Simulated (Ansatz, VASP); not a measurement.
Given: the input of a run of VASP 6.6.1 on Ba.

The input INCAR:

```
  PREC = Accurate
  ENCUT = 520
  EDIFF = 1E-7
  ISMEAR = -1
  SIGMA = 0.05
  LREAL = False
  LASPH = True
  NELM = 80
  ALGO = Normal
  ISIF = 2
  LWAVE = False
  LCHARG = False
  GGA = PE
  NBANDS = 11
```

The input KPOINTS:

```
Automatic mesh
0
Gamma
  7 7 7
```

Contents of POSCAR:

```
Ba
1.0
    0.0342000000      3.2774780000      3.2715450000
    3.1831140000      0.0353410000      3.2704040000
    3.1968070000      3.2900300000      0.0216480000
Ba
1
Direct
    0.0054190000     -0.0079640000      0.0005930000
```

Potentials or basis: VASP PAW PBE potentials, release 64 (Ba_sv).

Launch:

```console
$ cat potpaw_PBE.64/Ba_sv/POTCAR > POTCAR
$ mpirun -np 1 vasp_std > vasp.out
```

Set up the same calculation for Ansatz 0.2.0. Potentials there: Ansatz PAW.

As run (the cutoff follows the program's own potentials):

File input.yaml:

```yaml
crystal:
  lattice:
    - [0.0342, 3.277478, 3.271545]
    - [3.183114, 0.035341, 3.270404]
    - [3.196807, 3.29003, 0.021648]
  atoms:
    - { symbol: Ba, position: [0.005419, -0.007964, 0.000593] }
hamiltonian:
  xc: pbe
  pseudopotentials: { kind: paw }
kpoints:
  mp_grid: { grid: [7, 7, 7] }
scf:
  occupations: { method: fermi_dirac, width: 0.05 }
output:
  forces: true
  stress: true
  eigenvalues: true
```

Potentials or basis: Ansatz PAW.

Launch:

```bash
$ ansatz run input.yaml --threads 1 --pin off --max-ram 3584MiB --backend cpu --events-out ev --progress --plain --runs-dir out
```

Both were run:

|  | VASP | Ansatz | Ansatz less VASP |
| --- | --- | --- | --- |
| gap on the k mesh at the Fermi level (eV) | none | none | - |
| pressure (GPa) | -0.3 | -0.3 | -0.03 |
| largest component of the traceless stress (GPa) | 0.15 | 0.15 | 0.000 |

A gap of «none» marks a metal or a gap that the smearing closes. The functional is the same, so the differences come from potentials, cutoffs and numerics.

The runs have no spin-orbit coupling, so splittings on Ba are missing.
